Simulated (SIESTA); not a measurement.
SiC (Moissanite) under changes of volume

One of the cells (10.341 Å³/atom); the others are scaled copies at fixed shape and fractional positions:

```
Si C
1.0
     3.07600    0.00000    0.00000
    -1.53800    2.66389    0.00000
     0.00000    0.00000    5.04800
Si C
2 2
Direct
  0.66667 0.33333 0.50000
  0.33333 0.66667 0.00000
  0.66667 0.33333 0.88500
  0.33333 0.66667 0.38500
```

```yaml
Program: SIESTA 5.4.2
Functional: BLYP
Potentials_or_basis: PseudoDojo 0.4 standard (PBE files)
Basis: DZP (energy shift 0.002 Ry)
Grid_cutoff: 500 Ry
Energy_shift: 0.002 Ry
k_mesh: 10 × 10 × 5
Occupations: fermi-dirac, width 0.05 eV
Spin: no spin polarisation
```

```tsv
volume (Å³/atom)	energy over the lowest point (meV/atom)	pressure (GPa)	gap on the mesh (eV)	largest force (eV/Å)
9.721	110.76	30.7	2.69	0.956
9.927	75.20	24.5	2.72	0.920
10.134	?	?	?	?
10.341	26.61	13.6	2.77	0.847
10.548	12.12	8.9	2.75	0.815
10.755	3.42	4.6	2.71	0.785
10.961	0.00	0.7	2.67	0.757
```

Question: What does the run at 10.134 Å³/atom give?

Answer: Energy over the lowest point 47.41 meV/atom; pressure 18.7 GPa; gap on the mesh 2.75 eV; largest force 0.882 eV/Å.

Worked out: A Birch-Murnaghan fit of order 3 (a polynomial in V^(-2/3)) to the other rows has its minimum at 11.01 Å³/atom, just outside them, with B0 = V·E''(V) = 189 GPa and B' = 4.4 at fixed shape and positions, which overstates the stiffness. It gives 47.37 meV/atom at 10.134 Å³/atom, against the run's 47.41, and -dE/dV = 18.7 GPa, against 18.7. A parabola through the other rows of the gap, of slope 0.743 eV per unit of ln V there, gives 2.76 eV, against the run's 2.75.

Energies are extrapolated to zero smearing.

Caveats: the potentials were made for another functional, which shifts forces and pressure; an odd mesh through Γ misses points on the zone boundary, where band edges often lie; the basis of atomic orbitals isn't converged, which shifts pressures, moduli and gaps.
